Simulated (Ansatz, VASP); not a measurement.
## One calculation of NbH2, two programs

```
Nb H
1.0
     3.14171    0.00000    0.00000
    -1.57086    2.72080    0.00000
     0.00000    0.00000    5.54351
Nb H
2 4
Direct
  0.33333 0.66667 0.25000
  0.66667 0.33333 0.75000
  0.33333 0.66667 0.59471
  0.66667 0.33333 0.09471
  0.33333 0.66667 0.90529
  0.66667 0.33333 0.40529
```

Alike in both runs: functional r2SCAN; k mesh 6 × 6 × 4; occupations gaussian, width 0.1 eV; no spin polarisation.

Ansatz relaxed the structure, and its values are those at the end. VASP's run is a single point on that final structure, the one shown.

|  | VASP | Ansatz |
| --- | --- | --- |
| version | VASP 6.6.1 | Ansatz 0.2.0 |
| potentials or method | VASP PAW PBE potentials, release 64 (Nb_sv, H) | scalar-relativistic, plane waves, PAW |
| plane-wave cutoff (eV) | 520 | 500 |
| valence electrons in the cell | 30 | 30 |

|  | VASP | Ansatz | Ansatz less VASP |
| --- | --- | --- | --- |
| gap on the k mesh at the Fermi level (eV) | none | none | - |
| pressure (GPa) | -0.3 | 0.0 | +0.31 |

A gap of «none» marks a metal or a gap that the smearing closes. The functional is the same, so the differences come from potentials, cutoffs and numerics.

Caveats: the k mesh is coarse (spacing up to 0.38 Å⁻¹), so the values aren't converged; the PAW data sets were made with another functional, which shifts forces and pressure a little (VASP).
